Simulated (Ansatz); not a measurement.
Wanted: the native input for an Ansatz 0.2.0 run.

```yaml
Task: dielectric tensor
Functional: PBEsol
Potentials_or_basis: all-electron PAW datasets made for the crystal
Cutoff: 340 eV (chosen from the basis error)
k_mesh: 10 × 10 × 2
Occupations: fixed
Spin: no spin polarisation
```

MoS2, a slab with vacuum:

```xyz
3
Lattice="3.1841 0.0000 0.0000 -1.5921 2.7575 0.0000 0.0000 0.0000 17.3346" Properties=species:S:1:pos:R:3 pbc="T T T"
Mo    0.0000    0.0000    0.0000
S     0.0000    1.8384   15.7833
S     0.0000    1.8384    1.5513
```

One way to write it, as run:

input.yaml

```yaml
crystal:
  lattice:
    - [3.1841260822, 0.0, 0.0]
    - [-1.5920630411, 2.757534076, 0.0]
    - [0.0, 0.0, 17.33459995]
  atoms:
    - { symbol: Mo, position: [0.0, 0.0, 0.0] }
    - { symbol: S, position: [0.3333333333, 0.6666666667, 0.91050702] }
    - { symbol: S, position: [0.3333333333, 0.6666666667, 0.08949298] }
kpoints:
  mp_grid: { grid: [10, 10, 2] }
scf:
  occupations: { method: fixed }
hamiltonian:
  xc: pbesol
  pseudopotentials: { kind: all_electron, datasets: crystal }
output: {}
dielectric: {}
```

Potentials or basis: all-electron PAW datasets made for the slab.

Command:

```console
$ ansatz run input.yaml --threads 2 --pin off --max-ram 8192MiB --backend cpu --events-out ev --progress --plain --runs-dir out
```

Results of the run:

```yaml
Band_gap_on_the_k_mesh: 1.73 eV, indirect (least direct gap 1.93 eV)
Electronic_dielectric_tensor_diagonal: 6.00, 6.00, 1.41
Born_charges_mean_of_the_diagonal: Mo -0.75; S +0.37 e
```

Wall time 100 s on 2 threads of Arm Neoverse V2, with other jobs on the host, peak memory 1.6 GiB.
